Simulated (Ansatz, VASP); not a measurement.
# One calculation of Sn, two programs

Contents of INCAR:

```
  PREC = Accurate
  ENCUT = 520
  EDIFF = 1E-7
  ISMEAR = -1
  SIGMA = 0.03
  LREAL = F
  LASPH = T
  NELM = 60
  ALGO = Normal
  ISIF = 2
  LWAVE = F
  LCHARG = F
  GGA = PE
  NBANDS = 21
```

The input KPOINTS:

```
regular mesh
0
Gamma
  9 9 9
```

POSCAR

```
Sn
1.0
    0.0000000000      3.2128139200      3.2128139200
    3.2128139200      0.0000000000      3.2128139200
    3.2128139200      3.2128139200      0.0000000000
Sn
2
Direct
    0.5000000000      0.5000000000      0.5000000000
    0.7500000000      0.7500000000      0.7500000000
```

Input for Ansatz:

```yaml
crystal:
  lattice:
    - [0.0, 3.21281392, 3.21281392]
    - [3.21281392, 0.0, 3.21281392]
    - [3.21281392, 3.21281392, 0.0]
  atoms:
    - { symbol: Sn, position: [0.5, 0.5, 0.5] }
    - { symbol: Sn, position: [0.75, 0.75, 0.75] }
kpoints:
  mp_grid: { grid: [9, 9, 9] }
scf:
  occupations: { method: fermi_dirac, width: 0.03 }
hamiltonian:
  xc: pbe
  pseudopotentials: { kind: all_electron, lapw: { basis_error: 0.00025 } }
output:
  forces: true
  stress: true
  eigenvalues: true
```

Change from the starting cell: volume scaled by 0.97.

Alike in both runs: task single point; functional PBE; k mesh 9 × 9 × 9; occupations fermi-dirac, width 0.03 eV; no spin polarisation.

|  | VASP | Ansatz |
| --- | --- | --- |
| version | VASP 6.6.1 | Ansatz 0.2.0 |
| potentials or method | VASP PAW PBE potentials, release 64 (Sn_d) | all-electron LAPW, scalar-relativistic |
| plane-wave cutoff (eV) | 520 | see its input |

|  | VASP | Ansatz | Ansatz less VASP |
| --- | --- | --- | --- |
| pressure (GPa) | 4.8 | 4.9 | +0.06 |

Ansatz ran all-electron here, so the differences hold the error of VASP's frozen core and of both bases.
